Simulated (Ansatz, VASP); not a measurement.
One calculation of GaN, two programs

```
Ga N
1.0
     0.00000    2.19929    2.16726
     2.19929    0.00000    2.16726
     2.19929    2.19929    0.00000
Ga N
1 1
Direct
  0.00000 0.00000 0.00000
  0.50000 0.50000 0.50000
```

Change from the starting cell: strain +0.030 along x and y, +0.015 along z, atoms carried along.

Alike in both runs: task single point; functional PBE; k mesh 14 × 14 × 14; occupations gaussian, width 0.05 eV; no spin polarisation.

```csv
,VASP,Ansatz
version,VASP 6.6.1,Ansatz 0.2.0
potentials or method,"VASP PAW PBE potentials, release 64 (Ga_d, N)","scalar-relativistic, plane waves, PAW"
plane-wave cutoff (eV),520,420
valence electrons in the cell,18,18
```

Ansatz gave:

* gap on the k mesh at the Fermi level (eV): none
* pressure (GPa): -13.1
* largest component of the traceless stress (GPa): 0.82

Question: What did VASP give for the same quantities?

Answer: gap on the k mesh at the Fermi level (eV): none; pressure (GPa): -12.4; largest component of the traceless stress (GPa): 0.86.

A gap of «none» marks a metal or a gap that the smearing closes. The functional is the same, so the differences come from potentials, cutoffs and numerics.
